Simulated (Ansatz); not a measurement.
Runs of Ansatz 0.2.0 on Cu. The structure is cubic, space group Fm-3m (No. 225). The conventional cell has a = 3.615 Å, b = 3.615 Å, c = 3.615 Å, α = 90.00°, β = 90.00°, γ = 90.00°. Cu (site symmetry m-3m) has 12 Cu at 2.56 Å as nearest neighbours. 

| task | level | k mesh | smearing | atoms under strain | q mesh | points for each segment of the path | gap on the mesh (eV) | pressure (GPa) |
| --- | --- | --- | --- | --- | --- | --- | --- | --- |
| single point | PBEsol | 13 × 13 × 13 | gaussian 0.1 eV | - | - | - | none | -6.6 |
| elastic constants | PBEsol | 10 × 10 × 10 | fermi-dirac 0.05 eV | relaxed | - | - | none | -6.4 |
| single point | RPBE | 13 × 13 × 13 | gaussian 0.02 eV | - | - | - | none | 6.6 |
| phonons | PBEsol | 10 × 10 × 10 | fermi-dirac 0.05 eV | - | 2 × 2 × 2 | 8 | none | - |
| single point | LDA | 13 × 13 × 13 | gaussian 0.02 eV | - | - | - | none | (a) |

Alike in all rows: potentials or basis Ansatz PAW; no spin polarisation; cell as given; cutoff (eV) 420.

Task: Fill in the values left out.

Result: (a) -12.6.

Caveats: the PAW data sets come from PBE, with cores solved anew for the run's functional, which leaves a small shift of forces and pressure; the cell is more than 3 GPa from zero pressure, which shifts response properties (some runs); elastic constants of metals need much finer meshes, so these are rough (some runs).

A gap of «none» marks a metal or a gap under the smearing width.

Runs at the PBE level aren't shown here.
